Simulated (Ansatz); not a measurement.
# Cs: the cost of one run

Method: DFT PBE, scalar-relativistic, plane waves, PAW, in Ansatz 0.2.0.

## Step 1: The system as given

The structure is tetragonal, space group P4/mmm (No. 123). Conventional cell: a = 5.187 Å, b = 5.187 Å, c = 5.318 Å, α = 90.00°, β = 90.00°, γ = 90.00°.

As a file:

```
Cs
1.0
     5.18723    0.00000    0.00000
     0.00000    5.18723    0.00000
     0.00000    0.00000    5.31803
Cs
1
Direct
  0.50000 0.50000 0.00000
```

The cell is invented: random cell by space group and Wyckoff sites (P4/mmm, No. 123). Lengths come from tabulated atomic sizes and are only a guess.

## Step 2: The guess as it stands, on a coarse mesh

Input file input.yaml:

```yaml
crystal:
  lattice:
    - [5.1872294, 0.0, 0.0]
    - [0.0, 5.1872294, 0.0]
    - [0.0, 0.0, 5.31803315]
  atoms:
    - { symbol: Cs, position: [0.5, 0.5, 0.0] }
basis:
  ecutwfc: 420
kpoints:
  mp_grid: { grid: [4, 4, 4] }
hamiltonian:
  xc: pbe
scf:
  occupations: { method: gaussian, width: 0.1 }
  lower_state_search: "off"
output:
  forces: true
  stress: true
  eigenvalues: true
```

Launch:

```
> ansatz run input.yaml --threads 1 --pin off --max-ram 2560MiB --backend cpu --events-out ev --progress --plain --runs-dir out
```

Q: Estimate wall time and peak memory on 1 thread of Intel Xeon Platinum 8259CL at 2.50GHz (Skylake/Cascade Lake), shared host.

About 1.7 s, with a peak of 0.39 GiB.
